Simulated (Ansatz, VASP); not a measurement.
# ZnS: VASP beside Ansatz

```xyz
2
Lattice="0.0000 2.7199 2.7199 2.7199 0.0000 2.7199 2.7199 2.7199 0.0000" Properties=species:S:1:pos:R:3 pbc="T T T"
Zn    4.0798    4.0798    4.0798
S     0.0000    0.0000    0.0000
```

Change from the starting cell: volume scaled by 1.02.

Alike in both runs: task single point; functional LDA; k mesh 9 × 9 × 9; occupations fermi-dirac, width 0.05 eV; no spin polarisation.

```csv
,VASP,Ansatz
version,VASP 6.6.1,Ansatz 0.2.0
potentials or method,"VASP PAW LDA potentials, release 64 (Zn, S), cutoff 520 eV","all-electron LAPW, scalar-relativistic"
```

```csv
,VASP,Ansatz,Ansatz less VASP
gap on the k mesh at the Fermi level (eV),1.80,1.77,-0.029
least direct gap on the mesh (eV),1.80,1.77,-0.029
pressure (GPa),-5.6,-5.8,-0.18
```

Ansatz ran all-electron here, so the differences hold the error of VASP's frozen core and of both bases.
